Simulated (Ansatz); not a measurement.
MgO (wurtzite), relaxed with r2SCAN in the plane-wave code Ansatz: space group P6_3mc (No. 186), hexagonal; conventional cell a = 3.288 Å, c = 5.034 Å, 11.79 Å³ an atom. Mg is surrounded by 4 O at 1.97–1.99 Å; O is surrounded by 4 Mg at 1.97–1.99 Å. The primitive cell holds 4 atoms in 47.14 Å³. Spin-unpolarised throughout. Whether this structure exists isn't addressed.

Computed values: PBE gives a gap of 3.56 eV and PBE0 (25 % exact exchange) 5.87 eV; one over PBE's mean ε∞ is 0.333. r2SCAN gives 4.22 eV and r2SCAN0 (25 %) 6.30 eV. HSE06 (6×6×4) gives a least gap of 5.16 eV, direct.

Task: What is the density?

Result: The cell holds 2 Mg, 2 O: M = 2×24.305 + 2×15.999 = 80.61 u in V = 47.14 Å³. ρ = 1.66054 × M/V = 1.66054 × 80.61/47.14 = 2.840 g/cm³, for the static r2SCAN lattice.

Task: Taking the gap as linear in the share of unscreened exchange, estimate the gap of the hybrid whose share is 1/ε∞.

Result: The slope is (5.87 − 3.56)/0.25 = 9.24 eV per unit share, so E_g ≈ 3.56 + 9.24 × 0.333 = 6.64 eV. The run with that share gives 6.66 eV (6×6×4 mesh), +0.02 eV from the straight line.

Task: Interpolate to r2SCANh, with 10 % exact exchange.

Result: 4.22 + (6.30 − 4.22) × 0.10/0.25 = 5.05 eV; the run gives 5.04 eV (-0.01 eV against the interpolation).

Task: At what wavelength does absorption set in by HSE06, excitons left aside?

Result: λ = 1239.84 eV nm/E: 240 nm for the least gap. That lies in the ultraviolet, so by this gap the crystal is transparent to visible light.

The meshes of the hybrids are coarse, so their gaps aren't converged to the digits shown.
